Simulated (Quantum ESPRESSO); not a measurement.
**Pd: phonons at K under several settings**

```xyz
1
Lattice="0.0000 1.9465 1.9465 1.9465 0.0000 1.9465 1.9465 1.9465 0.0000" Properties=species:S:1:pos:R:3 pbc="T T T"
Pd    0.0000    0.0000    0.0000
```

All runs used Quantum ESPRESSO 7.5; k mesh 12 × 12 × 12; relaxed cell; no spin polarisation; cutoff 612 eV.

```tsv
level	potentials	occupations	volume (Å³/atom)	frequencies (cm⁻¹)
LDA	GBRV 1.5 LDA	cold, width 0.136 eV	14.17	157i 109i 53i
PBEsol	GBRV 1.5 PBEsol	cold, width 0.2 eV	?	?
```

Problem. What stands in the row left open?

Solution. Volume 14.56 Å³/atom; frequencies 152i 106i 42i cm⁻¹.

Values marked i are imaginary: the cell is unstable against those modes at that level, or the meshes are too thin.

Caveats: some modes are imaginary; the q point doesn't lie on the k mesh, which can shift a metal's frequencies strongly unless the mesh is converged.

For the row left open. Caveat: some modes are imaginary; the q point doesn't lie on the k mesh, which can shift a metal's frequencies strongly unless the mesh is converged.
